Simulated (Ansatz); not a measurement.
Input and command of a plane-wave DFT calculation in Ansatz:

```yaml
crystal:
  lattice:
    - [0.0, 3.3057477397, 2.1469230196]
    - [1.2411765261, 0.0, 2.1469230196]
    - [1.2411765261, 3.3057477397, 0.0]
  atoms:
    - { symbol: B, position: [0.0001068737, 0.0001068737, 0.9998931263] }
    - { symbol: "N", position: [0.6665931163, 0.6665931163, 0.3334068837] }
basis:
  ecutwfc: 420
kpoints:
  mp_grid: { grid: [12, 12, 12] }
hamiltonian:
  xc: pbe
  dispersion: d3bj
scf:
  occupations: { method: gaussian, width: 0.02 }
output:
  forces: true
  stress: true
  eigenvalues: true
relax:
  adjacent_minimum: "off"
  f_tol: 0.01
  max_steps: 30
  cell: { stress_tol: 0.1, fix: [volume] }
```

```bash
ansatz run input.yaml --threads 1 --pin off --max-ram 2560MiB --backend cpu --events-out ev --progress --plain --runs-dir out
```

Processor: Intel(R) Xeon(R) 6975P-C (Granite Rapids), 1 thread, on a host shared with other jobs.

Task: Estimate time, memory and problem size.

Result: About 18 s on 1 thread of Intel(R) Xeon(R) 6975P-C (Granite Rapids), with other jobs on the host, peak memory 0.42 GiB. It solves 8 bands at 280 k points (the mesh reduced by the symmetry that the task leaves, which can be less than the crystal's) with about 345 plane waves, in 28 SCF iterations over 6 ionic steps.
